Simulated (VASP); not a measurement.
# FeO (R-3m) in VASP: notebook, part 2 of 2

VASP 6.6.1.

## Step 5: Single point, PBE, collinear spin, ferrimagnetic start

This run uses another cell than the first one: it holds 4 atoms, not 2.

INCAR

```
SYSTEM = FeO
PREC = Accurate
ENCUT = 520
EDIFF = 1E-7
ISMEAR = 0
SIGMA = 0.05
LREAL = .FALSE.
LASPH = .TRUE.
NELM = 150
ALGO = Normal
ISIF = 2
LWAVE = .FALSE.
LCHARG = .FALSE.
ISPIN = 2
MAGMOM = 3 -1.5 0 0
LORBIT = 11
LMAXMIX = 4
GGA = PE
NBANDS = 26
```

KPOINTS

```
regular mesh
0
G
  5 6 8
  0 0 0
```

POSCAR

```
FeO
1.0
    0.0000000000      1.7524683600      5.0315891600
   -3.0353642200      0.0000000000      0.0000000000
    0.0000000000     -1.7524683500      2.5157945800
Fe O
2 2
Direct
    0.0000000000      0.0000000000      0.0000000000
    0.5000000000      0.5000000000      0.0000000000
    0.5000000000      0.0000000000      0.5000000000
    0.0000000000      0.5000000000      0.5000000000
```

Potentials or basis: VASP PAW PBE potentials, release 64 (Fe, O).

Command:

```
$ cat potpaw_PBE.64/Fe/POTCAR potpaw_PBE.64/O/POTCAR > POTCAR
$ mpirun -np 1 vasp_std > vasp.out
```

OUTCAR:

```text
SYSTEM = FeO
   PREC = Accurate
   ENCUT = 520
   EDIFF = 1E-7
   ISMEAR = 0
   LREAL = .FALSE.
   LASPH = .TRUE.
   NELM = 150
   ISIF = 2
   ISPIN = 2
   LORBIT = 11
   GGA = PE

 ion  position               nearest neighbor table
   1  0.000  0.000  0.000-   4 2.16   4 2.16   4 2.16   4 2.16   3 2.16   3 2.16   2 3.04   2 3.04
                             2 3.04   2 3.04   2 3.07   2 3.07   2 3.07   2 3.07
   2  0.500  0.500  0.000-   3 2.16   3 2.16   3 2.16   3 2.16   4 2.16   4 2.16   1 3.04   1 3.04
                             1 3.04   1 3.04   1 3.07   1 3.07   1 3.07   1 3.07
   3  0.500  0.000  0.500-   2 2.16   2 2.16   2 2.16   2 2.16   1 2.16   1 2.16
   4  0.000  0.500  0.500-   1 2.16   1 2.16   1 2.16   1 2.16   2 2.16   2 2.16

  LATTYP: Found a simple monoclinic cell.
 ALAT       =     3.0660019058
 B/A-ratio  =     0.9900072842
 C/A-ratio  =     1.4071653885
 COS(beta)  =    -0.0141316544

  Lattice vectors:

 A1 = (   0.0000000000,  -1.7524683500,   2.5157945800)
 A2 = (  -3.0353642200,   0.0000000000,   0.0000000000)
 A3 = (   0.0000000000,  -3.5049367100,  -2.5157945800)

Analysis of symmetry for initial positions (statically):
=====================================================================
 Subroutine PRICEL returns following result:

  LATTYP: Found a trigonal (rhomboedric) cell.
 ALAT       =     3.0660019070
 COS(alpha) =     0.5099427872

  Lattice vectors:

 A1 = (  -1.5176821100,   0.8762341800,   2.5157945800)
 A2 = (   0.0000000000,  -1.7524683500,   2.5157945800)
 A3 = (   1.5176821100,   0.8762341800,   2.5157945800)

   2 primitive cells build up your supercell.

 Routine SETGRP: Setting up the symmetry group for a
 simple monoclinic supercell.

 Subroutine GETGRP returns: Found  4 space group operations
 (whereof  4 operations were pure point group operations)
 out of a pool of  4 trial point group operations.

The static configuration has the point symmetry C_2h.

Analysis of symmetry for dynamics (positions and initial velocities):
=====================================================================
 Subroutine PRICEL returns following result:
[... 185 lines left out ...]
  free energy    TOTEN  =       -29.39452042 eV

  energy without entropy =      -29.38632363  energy(sigma->0) =      -29.39042202

 E-fermi :   6.3127     XC(G=0): -12.1417

 val. band max:        6.3118634387   @ k =  -0.4000   0.5000   0.2500
 cond. band min:       6.3157699265   @ k =   0.2000   0.0000   0.2500
 fundamental gap:      0.0039064878
 Fermi energy:         6.3127404044

 spin component 1

 k-point     1 :       0.0000    0.0000    0.0000
  band No.  band energies     occupation
      1     -14.3222      1.00000
      2     -13.1534      1.00000
      3      -0.9591      1.00000
      4       1.3922      1.00000
      5       1.4937      1.00000
      6       1.9162      1.00000
[... 685 lines left out ...]
     25      19.5646      0.00000
     26      21.2656      0.00000

 [... further k-points ...]

 spin component 2

 k-point     1 :       0.0000    0.0000    0.0000
  band No.  band energies     occupation
      1     -14.3220      1.00000
      2     -13.1532      1.00000
      3      -0.9587      1.00000
      4       1.3919      1.00000
      5       1.4941      1.00000
      6       1.9151      1.00000
[... 685 lines left out ...]
     25      19.5591      0.00000
     26      21.2644      0.00000

 [... further k-points ...]
[... 5 lines left out ...]
  --------------------------------------------------------------------------------------
  -------------------------------------------------------------------------------------
  Total       -0.2202180      0.8991024      0.0188634      0.0000000      0.7909218      0.0000000
  in kB       -8.7883232     35.8808166      0.7527876      0.0000000     31.5636117      0.0000000
  external PRESSURE =       9.2817603 kB  Pullay stress =       0.0000000 kB

 VOLUME and BASIS-vectors are now :
 -----------------------------------------------------------------------------
  energy-cutoff  :      520.00
  volume of cell :       40.15
      direct lattice vectors                 reciprocal lattice vectors
     0.000000000  1.752468360  5.031589160     0.000000000  0.190207905  0.132496244
    -3.035364220  0.000000000  0.000000000    -0.329449755  0.000000000  0.000000000
     0.000000000 -1.752468350  2.515794580     0.000000000 -0.380415809  0.132496245

 POSITION                                       TOTAL-FORCE (eV/Angst)
 -----------------------------------------------------------------------------------
      0.00000      0.00000      0.00000         0.000000      0.000000      0.000000
     -1.51768      0.87623      2.51579         0.000000      0.000000      0.000000
      0.00000      0.00000      3.77369         0.000000      0.000000      0.000000
     -1.51768     -0.87623      1.25790         0.000000      0.000000      0.000000
 -----------------------------------------------------------------------------------
    total drift:                                0.000000      0.000000     -0.000000

  FREE ENERGIE OF THE ION-ELECTRON SYSTEM (eV)
  ---------------------------------------------------
  free  energy   TOTEN  =       -29.3945204156 eV

  energy  without entropy=      -29.3863236287  energy(sigma->0) =      -29.39042202

 total charge

# of ion       s       p       d       tot
------------------------------------------
    1        0.285   0.355   6.105   6.745
    2        0.285   0.355   6.105   6.744
    3        1.558   3.431   0.000   4.989
    4        1.558   3.431   0.000   4.989
--------------------------------------------------
tot          3.685   7.572  12.210  23.467

 magnetization (x)

# of ion       s       p       d       tot
------------------------------------------
    1        0.026   0.028   3.487   3.541
    2       -0.026  -0.028  -3.486  -3.541
    3       -0.010  -0.092   0.000  -0.102
    4        0.010   0.093   0.000   0.103
--------------------------------------------------
tot         -0.000   0.000   0.000   0.000
```

OSZICAR:

```text
N       E                     dE             d eps       ncg     rms          rms(c)
DAV:   1     0.232491947326E+03    0.23249E+03   -0.12928E+04  9032   0.128E+03
DAV:   2    -0.918241972501E+01   -0.24167E+03   -0.21813E+03  8932   0.305E+02
[... 45 lines left out ...]
DAV:  48    -0.293945186338E+02    0.49729E-05   -0.77615E-05 12120   0.650E-02    0.437E-03
DAV:  49    -0.293945148667E+02    0.37671E-05   -0.11521E-04 12358   0.768E-02    0.432E-03
DAV:  50    -0.293945197864E+02   -0.49197E-05   -0.53726E-06 12126   0.167E-02    0.154E-03
DAV:  51    -0.293945202986E+02   -0.51217E-06   -0.33553E-07  6934   0.550E-03    0.184E-03
DAV:  52    -0.293945204049E+02   -0.10636E-06   -0.97064E-07  8500   0.800E-03    0.177E-03
DAV:  53    -0.293945204156E+02   -0.10687E-07   -0.49755E-07  6928   0.474E-03
   1 F= -.29394520E+02 E0= -.29390422E+02  d E =-.819679E-02  mag=     0.0005
```

Run time: 4.5 min. Hardware: 1 thread of AMD EPYC 9R45 (Zen 5), shared host; peak memory 0.24 GiB.

What came out:

```yaml
Free_energy: -29.3945 eV
Pressure: 0.9 GPa
Band_gap_on_the_k_mesh: none (metal or under the smearing width)
Net_moment: 0.00 μB per cell
Site_moments: Fe +3.54, -3.54; O -0.10, +0.10 μB
Valence_electrons_inside_the_program's_atomic_spheres: Fe 6.75, 6.74; O 4.99
```

Stress tensor (GPa, compression positive):
```
-0.88  0.00  0.00
 0.00  3.59  3.16
 0.00  3.16  0.08
```

Levels at points of the mesh, in eV from the Fermi level:
Spin up:
| k point | band 11 | band 12 | band 13 | band 14 | band 15 | band 16 | band 17 | band 18 |
| --- | --- | --- | --- | --- | --- | --- | --- | --- |
| (0.00, 0.00, 0.00) | -3.44 | -3.35 | -3.27 | -1.40 | 0.02 | 0.05 | 0.31 | 0.44 |
| (0.00, 0.50, 0.00) | -2.44 | -2.36 | -0.40 | 0.01 | 0.11 | 0.41 | 0.97 | 2.65 |
| (0.00, 0.00, 0.50) | -2.55 | -0.67 | -0.39 | 0.32 | 0.50 | 0.53 | 2.63 | 2.63 |
| (0.00, 0.50, 0.50) | -2.89 | -2.73 | -1.67 | -0.21 | -0.14 | 0.66 | 1.00 | 1.74 |
Spin down:
```csv
k point,band 12,band 13,band 14,band 15,band 16,band 17
"(0.00, 0.00, 0.00)",-3.32,-3.27,-1.40,0.03,0.03,0.31
"(0.00, 0.50, 0.00)",-2.36,-0.40,-0.01,0.12,0.40,0.98
"(0.00, 0.00, 0.50)",-0.67,-0.39,0.33,0.51,0.52,2.62
"(0.00, 0.50, 0.50)",-2.73,-1.67,-0.20,-0.15,0.67,1.00
```

Caveat: semilocal functionals often make such compounds metallic where correlation or magnetic order opens a gap, which also shifts bond lengths.

## Step 6: The reference run

An earlier run on the cell as given: functional PBE; potentials or basis VASP PAW PBE potentials, release 64 (Fe, O); cutoff 520 eV; k mesh 11 × 11 × 11; occupations fermi-dirac, width 0.05 eV; collinear spin, ferromagnetic start; starting moments [3.0, 0.0] μB.

* Pressure: -0.5 GPa
* Band gap on the k mesh: none (metal or under the smearing width)
* Net moment: 4.00 μB per cell
* Site moments: Fe +3.62; O +0.30 μB
* Valence electrons inside the program's atomic spheres: Fe 6.73; O 4.99

## Step 7: Summary

| level | spin | U | k mesh | smearing | supercell matrix | gap on the mesh (eV) | pressure (GPa) | moment (μB) |
| --- | --- | --- | --- | --- | --- | --- | --- | --- |
| PBE+U | off | Fe d U = 5 eV | 8 × 8 × 8 | gaussian 0.05 eV | - | 2.90 | -17.0 | - |
| PBE | collinear, ferromagnetic start | - | 8 × 8 × 8 | gaussian 0.05 eV | - | none | -0.6 | 4.00 |
| PBE | collinear, antiferromagnetic start | - | 7 × 7 × 7 | gaussian 0.05 eV | [0, 1, 1, 1, 0, 1, 1, 1, 0] | none | -2.4 | 0.00 |
| PBE | collinear, ferrimagnetic start | - | 5 × 6 × 8 | gaussian 0.05 eV | [1, 1, 0, -1, 1, 0, 0, 0, 1] | none | 0.9 | 0.00 |
| PBE | collinear, ferromagnetic start | - | 11 × 11 × 11 | fermi-dirac 0.05 eV | - | none | -0.5 | 4.00 |

Alike in all rows: task single point; potentials or basis VASP PAW PBE potentials, release 64 (Fe, O); cell as given; cutoff (eV) 520.

On the cell as given the gap runs from zero (PBE) to 2.90 eV (PBE+U); the meshes differ, which moves gaps too. The pressure there spans -17.0 GPa (PBE+U) to 0.9 GPa (PBE); a positive pressure means that this level wants a larger cell, a negative one a smaller.

Caveats: semilocal functionals often make such compounds metallic where correlation or magnetic order opens a gap, which also shifts bond lengths (some runs); a cell with one magnetic atom can't hold antiferromagnetic order, which such compounds often take (some runs).

Absolute energies hang on the potentials; compare differences alone.
